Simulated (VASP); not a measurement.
Here is a VASP 6.6.1 calculation.

INCAR

```
SYSTEM = C
  PREC = Accurate
  ENCUT = 520
  EDIFF = 1E-6
  ISMEAR = -1
  SIGMA = 0.05
  LREAL = .False.
  LASPH = .True.
  NELM = 80
  ALGO = Normal
  ISIF = 2
  LWAVE = .False.
  LCHARG = .False.
  GGA = PS
  NBANDS = 16
```

KPOINTS

```
Automatic mesh
0
Gamma
  13 13 7
  0 0 0
```

Contents of POSCAR:

```
C
1.0
    2.4651089938      0.0000000000      0.0000000000
   -1.2325544969      2.1348470117      0.0000000000
    0.0000000000      0.0000000000      4.1044767883
C
4
Direct
    0.3333333333      0.6666666667      0.0627973083
    0.6666666667      0.3333333333      0.5627973083
    0.3333333333      0.6666666667      0.4372026917
    0.6666666667      0.3333333333      0.9372026917
```

Potentials or basis: VASP PAW PBE potentials, release 64 (C).

The run is started by

```sh
$ cat potpaw_PBE.64/C/POTCAR > POTCAR
$ mpirun -np 1 vasp_std > vasp.out
```

Problem. What does it give for the largest force?

Solution. 0.057 eV/Å.

Problem. Predict the band gap on the k mesh.

Solution. 3.04 eV, indirect (least direct gap 4.99 eV).

Problem. Predict the pressure.

Solution. 21.1 GPa.

Forces on the atoms (eV/Å):
```
C    0.000  0.000  0.057
C    0.000  0.000  0.057
C    0.000  0.000 -0.057
C    0.000  0.000 -0.057
```

Caveat: so large a pressure means that the cell lies far from this level's equilibrium, or that cutoff or potentials fall short; the potentials were made for another functional, which shifts forces and pressure; an odd mesh through Γ misses points on the zone boundary, where band edges often lie. As with any semilocal functional, this PBEsol gap is likely too small.
